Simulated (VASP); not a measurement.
Data:

```yaml
crystal:
  lattice:
    - [2.65824, 0.00000, 0.00000]
    - [0.00000, 2.65824, 0.00000]
    - [0.00000, 0.00000, 3.65404]
  atoms:
    - { symbol: Co, position: [0.00000, 0.00000, 0.00000], spin: 1.8 }
    - { symbol: Pt, position: [0.42476, 0.50000, 0.50000], spin: 0.4 }
```

All values below come from PBEsol GGA, VASP's PBE PAW potentials (set 64) (plane waves; VASP). Run with 480 eV cut-off, 12×12×10 Γ-centred mesh, first-order Methfessel-Paxton smearing of 0.10 eV, potentials Co Pt.

### Question
Give the force on each atom (eV/Å).

### Answer

```
atom      Fx     Fy     Fz
----  ------  -----  -----
Co1   -0.931  0.000  0.000
Pt2    0.931  0.000  0.000
```

### Question
Give the stress tensor in GPa (positive for a compressed cell).

### Answer

```
1.29  0.00  0.00
0.00  2.04  0.00
0.00  0.00  4.10
```
The pressure is its mean diagonal, 2.47 GPa.

The compound is CoPt in the L1_0 structure. This cell was strained or had an atom moved on purpose.
